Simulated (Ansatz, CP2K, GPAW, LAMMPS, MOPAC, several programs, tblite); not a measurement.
## CdS (NiAs type) from semi-empirical methods to plane-wave DFT

CdS built on the NiAs prototype, relaxed with r2SCAN in Ansatz, was computed with several methods. The symmetry is P6_3/mmc (No. 194, hexagonal); a = 3.841 Å, c = 6.445 Å in the conventional setting, 20.59 Å³ an atom. Cd has 6 S at 2.74 Å; S has 6 Cd at 2.74 Å. The structure was generated, not taken from experiment, and needn't be the ground state; spin polarisation is off.

Space group P6_3/mmc (No. 194). a = 3.841 Å, b = 3.841 Å, c = 6.445 Å, α = 90.00°, β = 90.00°, γ = 120.00°

| atom | site | symmetry | x | y | z |
| --- | --- | --- | --- | --- | --- |
| Cd | 2a | -3m. | 0.0000 | 0.0000 | 0.0000 |
| S | 2c | -6m2 | 0.3333 | 0.6667 | 0.2500 |

Gaps and times are for a single point on this cell; volume and bulk modulus come from each method's own relaxation or energy curve at fixed shape, which is too stiff where a cell has free coordinates or axes. Times are rough, from shared hosts (Arm Neoverse V1), and each method has its own mesh and cell size. A dagger marks a closed or tiny gap in a crystal that DFT finds insulating: a failure of the method or a wrong SCF state. A double dagger marks a value from a curve with shape and coordinates held. A star marks a curve whose lowest point is an end point. PM6 (MOPAC), PM7 (MOPAC), GFN1-xTB (tblite), GFN2-xTB (tblite) treat a cluster of cells at its zone centre, which samples few k points: where these miss a band edge, the gap comes out too large for that reason alone. Gaps from k meshes are read at a limited set of points (mesh, symmetry points, PBE's band edges), so each method's own least gap may be somewhat smaller. Force fields have no electrons; where one was fitted to this phase, its volume and modulus reflect the fit. xTB and the PM methods were fitted mostly to molecules, and can miss a solid's gap by electronvolts. Minimal bases can be far off for gaps. GLLB-SC's gap includes the derivative discontinuity. d marks a direct gap, i an indirect one (no mark: not told apart), a dash a value that wasn't computed or didn't pass its checks.

| method | kind | gap (eV) | own volume (Å³/atom) | bulk modulus (GPa) | atoms computed | processor time |
| --- | --- | --- | --- | --- | --- | --- |
| CdTeZnSeHgS0.sw (LAMMPS) | force field | – | – | – | 4 | 0.14 s |
| light PBE (260 eV and a coarse mesh) | light plane-wave | 0.67 d | – | – | 4 | 1.6 s |
| GFN1-xTB (tblite) | tight binding | 0.00† | 22.04‡ | 52‡ | 72 | 4.1 s |
| GFN2-xTB (tblite) | tight binding | 0.00† | – | – | 72 | 7 s |
| PM7 (MOPAC) | semi-empirical | 5.56 | 23.05*‡ | 135*‡ | 72 | 7.5 s |
| PBE | semilocal | 0.64 d | 21.08 | 71‡ | 4 | 8 s |
| PBE/SZV (CP2K) | small basis | 0.08 d | 21.16‡ | 88‡ | 4 | 8.8 s |
| r2SCAN | semilocal | 1.26 d | 20.59 | 81‡ | 4 | 20 s |
| PBE/DZVP (CP2K) | small basis | 0.56 d | 21.47‡ | 68‡ | 4 | 26 s |
| PBE/single zeta (GPAW) | small basis | 0.59 d | – | – | 4 | 57 s |
| GLLB-SC (GPAW) | model potential | 1.61 | – | – | 4 | 80 s |
| PM6 (MOPAC) | semi-empirical | 2.68 | – | – | 72 | 110 s |

Against r2SCAN (1.26 eV) and with closed or daggered gaps left aside, the nearest gap at the points sampled is that of GLLB-SC (GPAW) (+0.35 eV) and the farthest that of PM7 (MOPAC) (+4.30 eV). r2SCAN is only a yardstick of convenience: semilocal gaps usually lie below measured ones, which GLLB-SC and hybrids aim to mend.

Volumes against r2SCAN's: PBE +2.4 %.

Relaxed on its own, the cell leaves this structure with CdTeZnSeHgS0.sw (LAMMPS), so no volume is listed.

Spin-orbit coupling is left out.
